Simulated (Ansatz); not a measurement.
# blue phosphorene on ZrC(111): work function and capacitance

How does blue phosphorene on ZrC(111) act as a gate dielectric or work-function layer?

Calculated with Ansatz 0.2.0; plane-wave DFT, PBE-D3(BJ), Ansatz PAW.

## 1. Set-up

The cell holds 7 atoms: 4 Zr and 3 C. Cell: a = 3.280 Å, b = 3.280 Å, c = 26.227 Å, α = 90.0°, β = 90.0°, γ = 120.0°. Vacuum lies along c.

## 2. The bare metal

The metal alone, strained to the film's lattice, gives the work function from which the change is counted. The dipole correction removes the false field that a one-sided slab makes across the periodic vacuum, so each face gets a flat vacuum level of its own.

Input file input.yaml:

```yaml
crystal:
  lattice:
    - [3.28, 0.0, 0.0]
    - [-1.64, 2.8405633244, 0.0]
    - [0.0, 0.0, 26.226700718]
  atoms:
    - { symbol: Zr, position: [0.66666667, 0.33333333, 0.3431617304] }
    - { symbol: C, position: [0.0, 0.0, 0.3954411536] }
    - { symbol: Zr, position: [0.33333333, 0.66666667, 0.4477205768] }
    - { symbol: C, position: [0.66666667, 0.33333333, 0.5] }
    - { symbol: Zr, position: [0.0, 0.0, 0.5522794232] }
    - { symbol: C, position: [0.33333333, 0.66666667, 0.6045588464] }
    - { symbol: Zr, position: [0.66666667, 0.33333333, 0.6568382696] }
kpoints:
  mp_grid: { grid: [12, 12, 1] }
hamiltonian:
  xc: pbe
  dispersion: d3bj
scf:
  occupations: { method: fermi_dirac, width: 0.1 }
  convergence: { dr2_threshold: 1.0e-09 }
efield:
  axis: 3
  dipole_correction: true
  ramp_position: 0.97
  ramp_width: 0.06
relax:
  f_tol: 0.01
  max_steps: 90
  constraints: [{ sites: [0, 1, 2] }]
output:
  write_potential: true
  write_density: true
  volumetric_format: npy
```

Started as:

```console
> ansatz run input.yaml --threads 4 --pin off --max-ram 8192MiB --backend cpu --events-out ev --progress --plain --runs-dir out
```

Numbers of over 12 decimals in the logs are rounded to 6 here.

Log:

```text
Engine: ansatz 0.2.0, x86_64-unknown-linux-gnu
Pseudopotentials: kind: paw
Pseudopotential: Zr, paw, valence charge 12, recommended cutoff 420 eV (normal), Zr.paw.azcp
Pseudopotential: C, paw, valence charge 4, recommended cutoff 420 eV (normal), C.paw.azcp
Functional definition: PBE
  parameter kappa = 0.804
  parameter beta = 0.066725
  exchange = pbe_x(kappa = kappa, mu = beta*pi^2/3)
  correlation = pbe_c(beta = beta)
Crystal: 7 atoms, lattice volume = 244.355 Å³
Basis set: ecut = 420 eV, 4851 PW (Γ), exchange–correlation on 48×48×360 points (8 copies of the dense FFT grid, shifted against one another)
Bands: 37, of which v1, the nominal top of the filled ones, is band 30 counted from 1 (29 counted from 0)
Symmetry: 6 space group operations
k-points: 19 of 144 (time reversal used)
Non-local potential: Zr, projectors of the file, l = 0: 3, l = 1: 2, l = 2: 2, l = 3: 2
Non-local potential: C, projectors of the file, l = 0: 2, l = 1: 2, l = 2: 1
PAW form: soft (Blöchl's): semilocal exchange-correlation on the pseudo side does not see the compensation charge
PAW one-centre angular grid: Zr, 590 points (default); XC on 64 Gauss nodes
PAW one-centre angular grid: C, 110 points (default); XC on 64 Gauss nodes
Initial density: superposition of atomic densities (neutral atoms: chi_scale 0, normalization atom), corrected by the library's trained network
Initial wavefunctions: pseudopotential atomic-orbital guess
Functional: x = pbe(κ = 0.804, μ = 0.219515), c = pbe(β = 0.066725)
SCF iter   1: F=—  HF=-17493.720429 eV  |F-HF|=—  |Δ(HF+E_count)|=         —  Δρ=4.83e-3  dr2=7.04e-1  ethr=1.77e-3  p=0.000 e·Å  D=9.22e-14 V/Å  ΔV_dip=-0.00 eV  dr2_dipole=4.23e-7  V_vac-E_F(+/−)=4.59/4.59 eV  ⟨swp⟩=6.9  Hψ=3164  notcnv=0
efield: sawtooth ramp at fractional position 0.9700 (set: `efield.ramp_position`, or a place that a band, a saddle search or an elastic batch's reference lends), width 0.0600; the density the first Hamiltonian is built on has a dipole p = 0.000 e·Å; the dipole correction subtracts the counter field D = 9.22e-14 V/Å, which shifts the + side's vacuum level by -0.00 eV against the − side's; the planar-averaged density in the ramp window peaks in size at 1.6e-5 e/Å³
preconditioner: auto → LDOS  [metal: Δε(μ)=0.034 eV  Ē_g=5.885 eV  σ=0.100 eV  W_gap=0.09  n_scr=18 (ndim 8)  ℏωp=12.6 eV  f_vac=0.512  D(μ)=6.08/eV (n_scr^D=16)  β→1.0]
SCF iter   2: F=—  HF=-17493.683048 eV  |F-HF|=—  |Δ(HF+E_count)|=   3.74e-2  Δρ=1.64e-3  dr2=5.83e-3  ethr=1.17e-3  p=-0.000 e·Å  D=-4.48e-7 V/Å  ΔV_dip=0.00 eV  dr2_dipole=2.28e-8  V_vac-E_F(+/−)=4.37/4.37 eV  ⟨swp⟩=2.2  Hψ=955  notcnv=0
SCF iter   3: F=—  HF=-17493.687443 eV  |F-HF|=—  |Δ(HF+E_count)|=   4.40e-3  Δρ=6.91e-4  dr2=1.68e-3  ethr=9.72e-6  p=0.000 e·Å  D=2.50e-7 V/Å  ΔV_dip=-0.00 eV  dr2_dipole=1.47e-7  V_vac-E_F(+/−)=4.37/4.37 eV  ⟨swp⟩=2.6  Hψ=1385  notcnv=0
SCF iter   4: F=—  HF=-17493.687610 eV  |F-HF|=—  |Δ(HF+E_count)|=   1.67e-4  Δρ=3.32e-4  dr2=3.90e-4  ethr=2.80e-6  p=0.000 e·Å  D=8.02e-7 V/Å  ΔV_dip=-0.00 eV  dr2_dipole=3.59e-9  V_vac-E_F(+/−)=4.36/4.36 eV  ⟨swp⟩=2.2  Hψ=1192  notcnv=0
SCF iter   5: F=—  HF=-17493.687640 eV  |F-HF|=—  |Δ(HF+E_count)|=   2.96e-5  Δρ=1.30e-4  dr2=4.95e-5  ethr=6.50e-7  p=0.000 e·Å  D=5.50e-9 V/Å  ΔV_dip=-0.00 eV  dr2_dipole=2.40e-9  V_vac-E_F(+/−)=4.35/4.35 eV  ⟨swp⟩=2.0  Hψ=1086  notcnv=0
SCF iter   6: F=—  HF=-17493.687673 eV  |F-HF|=—  |Δ(HF+E_count)|=   3.36e-5  Δρ=4.20e-5  dr2=5.80e-6  ethr=8.26e-8  p=0.000 e·Å  D=5.47e-9 V/Å  ΔV_dip=-0.00 eV  dr2_dipole=2.30e-10  V_vac-E_F(+/−)=4.35/4.35 eV  ⟨swp⟩=2.1  Hψ=1214  notcnv=0
SCF iter   7: F=—  HF=-17493.687678 eV  |F-HF|=—  |Δ(HF+E_count)|=   4.41e-6  Δρ=1.09e-5  dr2=4.32e-7  ethr=9.67e-9  p=0.000 e·Å  D=3.27e-8 V/Å  ΔV_dip=-0.00 eV  dr2_dipole=6.51e-11  V_vac-E_F(+/−)=4.35/4.35 eV  ⟨swp⟩=3.1  Hψ=1512  notcnv=0
SCF iter   8: F=—  HF=-17493.687528 eV  |F-HF|=—  |Δ(HF+E_count)|=   1.50e-4  Δρ=2.87e-6  dr2=2.30e-8  ethr=7.20e-10  p=-0.000 e·Å  D=-4.91e-8 V/Å  ΔV_dip=0.00 eV  dr2_dipole=1.95e-12  V_vac-E_F(+/−)=4.35/4.35 eV  ⟨swp⟩=2.6  Hψ=1168  notcnv=0
SCF iter   9: F=—  HF=-17493.687528 eV  |F-HF|=—  |Δ(HF+E_count)|=   9.40e-8  Δρ=1.09e-6  dr2=3.84e-9  ethr=3.83e-11  p=-0.000 e·Å  D=-2.19e-8 V/Å  ΔV_dip=0.00 eV  dr2_dipole=3.82e-13  V_vac-E_F(+/−)=4.35/4.35 eV  ⟨swp⟩=2.3  Hψ=1128  notcnv=0
SCF iter  10: F=-17493.687528 eV  HF=-17493.687528 eV  |F-HF|=2.31e-9  |Δ(HF+E_count)|=   6.82e-9  Δρ=4.63e-7  dr2=8.36e-10  ethr=1.67e-12  p=-0.000 e·Å  D=-8.58e-9 V/Å  ΔV_dip=0.00 eV  dr2_dipole=7.59e-15  V_vac-E_F(+/−)=4.35/4.35 eV  ⟨swp⟩=8.9  Hψ=4639  notcnv=0
SCF 1 converged in 10 iterations: F = -17493.687528 eV  dr2 = 8.36e-10
  greatest PAW one-centre occupation: 0.996 electrons in one spin orbital (limit 2), on the Zr atom at site 0 (counted from 0), in its partial waves of l = 0
relax step   1: F+E_penalty+E_count = -17493.68752833 eV  Δ(F+E_penalty+E_count) = +0.000e0 eV  max|allowed force component| = 1.833e0 eV/Å  Δτ_max = 0.0000 Å  (10 SCF iters, accepted)
Initial density: handed on by an earlier stage of this run
Initial wavefunctions: those handed on with the density
iter 1 solved again at ethr=1.21e-3 eV; its pass at ethr=3.10e-3 eV (dr2=7.26e-1 eV) is discarded
SCF iter   1: F=—  HF=-17493.963643 eV  |F-HF|=—  |Δ(HF+E_count)|=         —  Δρ=8.48e-3  dr2=4.58e-1  ethr=1.21e-3  p=0.000 e·Å  D=2.24e-8 V/Å  ΔV_dip=-0.00 eV  dr2_dipole=1.23e-1  V_vac-E_F(+/−)=4.33/4.33 eV  ⟨swp⟩=1.1  Hψ=2649  notcnv=0
efield: sawtooth ramp at fractional position 0.9700 (set: `efield.ramp_position`, or a place that a band, a saddle search or an elastic batch's reference lends), width 0.0600; the density the first Hamiltonian is built on has a dipole p = 0.000 e·Å; the dipole correction subtracts the counter field D = 2.24e-8 V/Å, which shifts the + side's vacuum level by -0.00 eV against the − side's; the planar-averaged density in the ramp window peaks in size at 7.4e-7 e/Å³
preconditioner: auto → LDOS  [metal: Δε(μ)=0.053 eV  Ē_g=5.996 eV  σ=0.100 eV  W_gap=0.13  n_scr=18 (ndim 8)  ℏωp=12.6 eV  f_vac=0.525  D(μ)=5.64/eV (n_scr^D=16)  β→1.0]
SCF iter   2: F=—  HF=-17493.928398 eV  |F-HF|=—  |Δ(HF+E_count)|=   3.52e-2  Δρ=4.81e-3  dr2=3.12e-1  ethr=7.63e-4  p=0.006 e·Å  D=4.08e-3 V/Å  ΔV_dip=-0.11 eV  dr2_dipole=9.27e-2  V_vac-E_F(+/−)=4.22/4.33 eV  ⟨swp⟩=3.3  Hψ=1191  notcnv=0
[...]
SCF iter   9: F=—  HF=-17493.934365 eV  |F-HF|=—  |Δ(HF+E_count)|=   1.40e-7  Δρ=3.21e-6  dr2=8.73e-8  ethr=1.06e-9  p=-0.004 e·Å  D=-2.89e-3 V/Å  ΔV_dip=0.08 eV  dr2_dipole=2.84e-8  V_vac-E_F(+/−)=4.43/4.36 eV  ⟨swp⟩=2.0  Hψ=957  notcnv=0
SCF iter  10: F=—  HF=-17493.934365 eV  |F-HF|=—  |Δ(HF+E_count)|=   7.41e-8  Δρ=1.73e-6  dr2=1.39e-8  ethr=1.46e-10  p=-0.004 e·Å  D=-2.90e-3 V/Å  ΔV_dip=0.08 eV  dr2_dipole=6.25e-10  V_vac-E_F(+/−)=4.43/4.36 eV  ⟨swp⟩=2.0  Hψ=987  notcnv=0
SCF iter  11: F=—  HF=-17493.934365 eV  |F-HF|=—  |Δ(HF+E_count)|=   1.54e-8  Δρ=6.04e-7  dr2=1.31e-9  ethr=2.32e-11  p=-0.004 e·Å  D=-2.90e-3 V/Å  ΔV_dip=0.08 eV  dr2_dipole=7.85e-11  V_vac-E_F(+/−)=4.43/4.36 eV  ⟨swp⟩=2.1  Hψ=1038  notcnv=0
SCF iter  12: F=-17493.934365 eV  HF=-17493.934365 eV  |F-HF|=6.00e-10  |Δ(HF+E_count)|=   2.10e-9  Δρ=1.88e-7  dr2=8.22e-11  ethr=1.67e-12  p=-0.004 e·Å  D=-2.90e-3 V/Å  ΔV_dip=0.08 eV  dr2_dipole=5.29e-14  V_vac-E_F(+/−)=4.43/4.36 eV  ⟨swp⟩=8.4  Hψ=4253  notcnv=0
SCF 3 converged in 12 iterations: F = -17493.934365 eV  dr2 = 8.22e-11
relax step   3: F+E_penalty+E_count = -17493.93436547 eV  Δ(F+E_penalty+E_count) = -2.102e-2 eV  max|allowed force component| = 5.247e-1 eV/Å  Δτ_max = 0.1290 Å  (12 SCF iters, accepted)
[...]
relax step   4: F+E_penalty+E_count = -17493.95403688 eV  Δ(F+E_penalty+E_count) = -1.967e-2 eV  max|allowed force component| = 3.603e-2 eV/Å  Δτ_max = 0.0536 Å  (11 SCF iters, accepted)
SCF iter   1: F=—  HF=-17493.954491 eV  |F-HF|=—  |Δ(HF+E_count)|=         —  Δρ=4.49e-4  dr2=7.55e-3  ethr=1.32e-4  p=-0.005 e·Å  D=-3.43e-3 V/Å  ΔV_dip=0.09 eV  dr2_dipole=3.47e-3  V_vac-E_F(+/−)=4.44/4.35 eV  ⟨swp⟩=2.2  Hψ=1086  notcnv=0
efield: sawtooth ramp at fractional position 0.9700 (set: `efield.ramp_position`, or a place that a band, a saddle search or an elastic batch's reference lends), width 0.0600; the density the first Hamiltonian is built on has a dipole p = -0.005 e·Å; the dipole correction subtracts the counter field D = -3.43e-3 V/Å, which shifts the + side's vacuum level by +0.09 eV against the − side's; the planar-averaged density in the ramp window peaks in size at 7.1e-7 e/Å³
preconditioner: auto → LDOS  [metal: Δε(μ)=0.045 eV  Ē_g=5.952 eV  σ=0.100 eV  W_gap=0.11  n_scr=18 (ndim 8)  ℏωp=12.6 eV  f_vac=0.521  D(μ)=5.29/eV (n_scr^D=16)  β→1.0]
SCF iter   2: F=—  HF=-17493.954363 eV  |F-HF|=—  |Δ(HF+E_count)|=   1.28e-4  Δρ=2.75e-4  dr2=3.58e-4  ethr=1.26e-5  p=-0.005 e·Å  D=-3.59e-3 V/Å  ΔV_dip=0.09 eV  dr2_dipole=5.81e-6  V_vac-E_F(+/−)=4.44/4.34 eV  ⟨swp⟩=1.2  Hψ=869  notcnv=0
SCF iter   3: F=—  HF=-17493.954348 eV  |F-HF|=—  |Δ(HF+E_count)|=   1.53e-5  Δρ=1.96e-4  dr2=1.67e-4  ethr=5.97e-7  p=-0.005 e·Å  D=-3.54e-3 V/Å  ΔV_dip=0.09 eV  dr2_dipole=7.46e-6  V_vac-E_F(+/−)=4.44/4.34 eV  ⟨swp⟩=2.1  Hψ=985  notcnv=0
SCF iter   4: F=—  HF=-17493.954325 eV  |F-HF|=—  |Δ(HF+E_count)|=   2.28e-5  Δρ=5.57e-5  dr2=1.94e-5  ethr=2.79e-7  p=-0.005 e·Å  D=-3.52e-3 V/Å  ΔV_dip=0.09 eV  dr2_dipole=1.56e-6  V_vac-E_F(+/−)=4.43/4.34 eV  ⟨swp⟩=2.0  Hψ=954  notcnv=0
SCF iter   5: F=—  HF=-17493.954332 eV  |F-HF|=—  |Δ(HF+E_count)|=   6.65e-6  Δρ=2.55e-5  dr2=3.75e-6  ethr=3.23e-8  p=-0.005 e·Å  D=-3.50e-3 V/Å  ΔV_dip=0.09 eV  dr2_dipole=5.02e-7  V_vac-E_F(+/−)=4.43/4.34 eV  ⟨swp⟩=2.0  Hψ=994  notcnv=0
SCF iter   6: F=—  HF=-17493.954181 eV  |F-HF|=—  |Δ(HF+E_count)|=   1.51e-4  Δρ=5.88e-6  dr2=2.45e-7  ethr=6.25e-9  p=-0.005 e·Å  D=-3.48e-3 V/Å  ΔV_dip=0.09 eV  dr2_dipole=3.61e-8  V_vac-E_F(+/−)=4.43/4.34 eV  ⟨swp⟩=2.0  Hψ=977  notcnv=0
SCF iter   7: F=—  HF=-17493.954181 eV  |F-HF|=—  |Δ(HF+E_count)|=   9.68e-9  Δρ=2.25e-6  dr2=1.83e-8  ethr=4.08e-10  p=-0.005 e·Å  D=-3.46e-3 V/Å  ΔV_dip=0.09 eV  dr2_dipole=1.42e-10  V_vac-E_F(+/−)=4.43/4.34 eV  ⟨swp⟩=2.0  Hψ=1099  notcnv=0
SCF iter   8: F=—  HF=-17493.954181 eV  |F-HF|=—  |Δ(HF+E_count)|=   1.79e-8  Δρ=6.96e-7  dr2=3.25e-9  ethr=3.05e-11  p=-0.005 e·Å  D=-3.45e-3 V/Å  ΔV_dip=0.09 eV  dr2_dipole=1.69e-10  V_vac-E_F(+/−)=4.43/4.34 eV  ⟨swp⟩=2.4  Hψ=1094  notcnv=0
SCF iter   9: F=-17493.954181 eV  HF=-17493.954181 eV  |F-HF|=4.51e-10  |Δ(HF+E_count)|=   3.89e-9  Δρ=2.66e-7  dr2=3.02e-10  ethr=1.67e-12  p=-0.005 e·Å  D=-3.45e-3 V/Å  ΔV_dip=0.09 eV  dr2_dipole=2.20e-11  V_vac-E_F(+/−)=4.43/4.34 eV  ⟨swp⟩=8.8  Hψ=4348  notcnv=0
SCF 5 converged in 9 iterations: F = -17493.954181 eV  dr2 = 3.02e-10
relax step   5: F+E_penalty+E_count = -17493.95418086 eV  Δ(F+E_penalty+E_count) = -1.440e-4 eV  max|allowed force component| = 9.944e-3 eV/Å  Δτ_max = 0.0071 Å  (9 SCF iters, accepted)
NSCF: frozen V_eff on 19 k-points
the search or the solves at the SCF's close seem to have found levels that the self-consistency loop had missed (the run counts 2). By its estimate they hold under 1e-12 electrons; where the run keeps them, the occupations were computed again with them
SCF converged after 9 iterations
Free energy (F): -17493.954181 eV
Harris-Foulkes:  -17493.954181 eV  (|F-HF|=4.51e-10)
Internal energy: -17493.779073 eV  (E = F + TS)
E sigma→0 (E₀):  -17493.866627 eV
Entropy (-TS):   -0.175108 eV (-25.015 meV/atom)
Fermi energy:    3.744025 eV
Dipole field:    D = -0.003457 V/Å  (p = -0.004669 e·Å, saw-weighted, corrected)
Work function:   Φ+ = 4.4326 eV   Φ− = 4.3420 eV
Levels:          The Fermi level and band energies are counted from a zero that moves with the ramp; work functions are not
--- Per-component energies (eV) ---
  E_band       = -917.296186
  E_kinetic    = 1602.981460
  E_local      = -60926.870412  (includes V_loc(G=0)·N_el)
  E_nonlocal   = 395.477717
  E_hartree    = 29648.361919
  E_xc         = -795.026845
  E_vxc        = -948.024715  (∫ρ·V_xc dr)
  E_paw        = -12110.781804  (= ΣΔE_a)
  E_vpaw       = -337.570211  (= ΣTr[D̂ρ^β])
  E_aug_tail   = 0.000117  (compensation charges beyond the density's cutoff)
  E_efield     = 0.000008  (sawtooth field / dipole correction)
  E_vefield    = -0.013251  (∫n·V_field dr)
  E_ewald      = 24694.456064
  E_disp       = -2.377297  (pairwise vdW)
  E_smearing   = -0.175108  (= −TS)
  E_closure    = -0.000000  (closes the sum)
  Σ components = -17493.954181   (vs F -17493.954181, Δ=0.00e0)
--- Forces (eV/Å), atoms counted from 1 ---
  atom   1  Zr    -0.00000000    -0.00000000     1.99249687
  atom   2  C      0.00000000     0.00000000    -1.71040447
  atom   3  Zr     0.00000000    -0.00000000    -0.28078927
  atom   4  C      0.00000000    -0.00000000     0.00632125
  atom   5  Zr     0.00000000     0.00000000    -0.00994406
  atom   6  C      0.00000000    -0.00000000     0.00299445
  atom   7  Zr    -0.00000000     0.00000000    -0.00065972
  max |Σ_I F_I| component: 1.51e-5 eV/Å
--- Band table (eV; the first three rows and the last of 19) ---
  k-point 0: bands = [... 26 lower, 2.6455, 2.6455, 3.1287, 3.3090, 4.1881, 4.6557, 4.6557, 5.4779, ... 3 higher]
  k-point 1: bands = [... 26 lower, 2.2377, 2.5902, 3.1937, 3.3485, 4.1733, 4.4307, 4.7890, 5.0907, ... 3 higher]
  k-point 2: bands = [... 26 lower, 1.7752, 2.4552, 3.1335, 3.3643, 3.6412, 4.5264, 4.7263, 5.1787, ... 3 higher]
  k-point 18: bands = [... 26 lower, 1.1202, 1.3188, 3.6330, 3.7070, 4.0119, 4.2091, 5.8921, 6.4650, ... 3 higher]
--- Relaxed structure (5 steps of the walk, 5 accepted, 0 SCFs on fresh bases) ---
  F+E_penalty+E_count = -17493.95418086 eV   max|allowed force component| = 9.944e-3 eV/Å
  atoms:
    - { symbol: Zr, position: [0.666667, 0.333333, 0.3431617304] }
    - { symbol: C, position: [5.2112509285377527e-17, 5.286776313154904e-17, 0.395441] }
    - { symbol: Zr, position: [0.333333, 0.666667, 0.4477205768] }
    - { symbol: C, position: [0.666667, 0.333333, 0.499258] }
    - { symbol: Zr, position: [5.2112509285377527e-17, 5.286776313154904e-17, 0.548229] }
    - { symbol: C, position: [0.333333, 0.666667, 0.605527] }
    - { symbol: Zr, position: [0.666667, 0.333333, 0.648620] }
```

Elapsed: 62 s, on 4 threads of Intel Xeon at 2.50GHz (Skylake/Cascade Lake), shared host; peak memory 0.66 GiB; 2.5 min of CPU time.

Relaxation path:

```
step  energy less that of the first step (eV)  largest force component (eV/Å)
   1                                   0.0000                          1.8330
   2                                  -0.2258                          1.1971
   3                                  -0.2468                          0.5247
   4                                  -0.2665                          0.0360
   5                                  -0.2667                          0.0099
```

Forces are held to the 6 operations that the run works with; a distortion that breaks them can't arise in this run.

The atoms that moved most (Å):

```
atom     dx     dy      dz  length
 Zr7  0.000  0.000  -0.216   0.216
 Zr5  0.000  0.000  -0.106   0.106
  C6  0.000  0.000   0.025   0.025
  C4  0.000  0.000  -0.019   0.019
```

Numbers from this step:

| Quantity | Value |
| --- | --- |
| energy at zero smearing | -17493.8666 eV |
| work function, upper face | 4.433 eV |
| work function, lower face | 4.342 eV |
| dipole along the normal | -0.004669 e·Å |
| step between the vacuum levels | 0.09068 eV |

Running mean over 2.742 and then 4.44 Å of the planar mean; the ramp of the sawtooth is left out. Electron's electrostatic potential energy less the Fermi level against z:

z (Å), electron's electrostatic potential energy less the Fermi level (eV) and a bar from the least value:
```
      3.5        4.3 ##############################
      4.0        4.3 ##############################
      4.5        4.2 #############################
      5.0        3.9 #############################
      5.5        3.3 ############################
      6.0        2.3 ##########################
      6.5        1.0 #######################
      7.0       -0.5 ####################
      7.5       -2.1 #################
      8.0       -3.7 #############
      8.5       -5.2 ##########
      9.0       -6.7 #######
      9.5       -8.0 #####
     10.0       -8.9 ###
     10.5       -9.5 ##
     11.0       -9.8 #
     11.5      -10.0 #
     12.0      -10.0 #
     12.5      -10.0 #
     13.0      -10.0 #
     13.5      -10.1 
     14.0      -10.2 
     14.5      -10.3 
     15.0      -10.2 
     15.5       -9.9 #
     16.0       -9.4 ##
     16.5       -8.4 ####
     17.0       -7.1 ######
     17.5       -5.6 ##########
     18.0       -4.0 #############
     18.5       -2.3 ################
     19.0       -0.6 ####################
     19.5        0.9 #######################
     20.0        2.3 ##########################
     20.5        3.3 ############################
     21.0        4.0 #############################
     21.5        4.3 ##############################
     22.0        4.4 ##############################
     22.5        4.4 ##############################
     23.0        4.4 ##############################
```

The relaxation took 5 steps and lowered the energy by 0.27 eV; the largest force on the free atoms ends at 0.0099 eV/Å.

The work function of the upper face is 4.43 eV.

(Part 1 of 4 ends here.)

[Logs are printed without paths, hosts, clocks, repeated set-up lines and the standing remarks that a program may print on its own settings, such as how far it seeks lower states.]

[Hosts, paths, dates, database ids (printed as entryN), source tags and the programs' standing remarks are cut or masked in the printed files.]

[Maps of the electrostatic potential energy from Ansatz leave out the sawtooth potential of an applied field or a dipole correction, so their vacuum need not be flat; planar profiles and work functions include it.]
